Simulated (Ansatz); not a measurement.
The system is PbS.

```
CELL_PARAMETERS angstrom
2.11266 1.21975 3.45192
-2.11266 1.21975 3.45192
0.00000 -2.43949 3.45192
ATOMIC_POSITIONS crystal
Pb 0.98057 0.98057 0.98057
S 0.47504 0.47504 0.47504
```

The cell is a database's computed one.

Base run:

- Program: Ansatz 0.2.0
- Functional: PBE
- Potentials or basis: all-electron LAPW, scalar-relativistic
- Cutoff: 179 eV (chosen from the basis error)
- Basis error allowed: 0.001 eV/atom
- k mesh: 8 × 8 × 8
- Occupations: gaussian, width 0.05 eV
- Spin: no spin polarisation

Its results: band gap on the k mesh 0.45 eV, direct; pressure 0.9 GPa; largest force 0.018 eV/Å.

Problem. The run is repeated on the same cell with these changes: functional from PBE to RPBE; occupations from gaussian, width 0.05 eV to gaussian, width 0.02 eV. What comes out?

Solution. Band gap on the k mesh 0.55 eV, direct; pressure 2.8 GPa; largest force 0.024 eV/Å.

Caveats: spin-orbit coupling is left out, which as a rule narrows the gap of such compounds by several tenths of an eV.

A k mesh can miss the band edges.
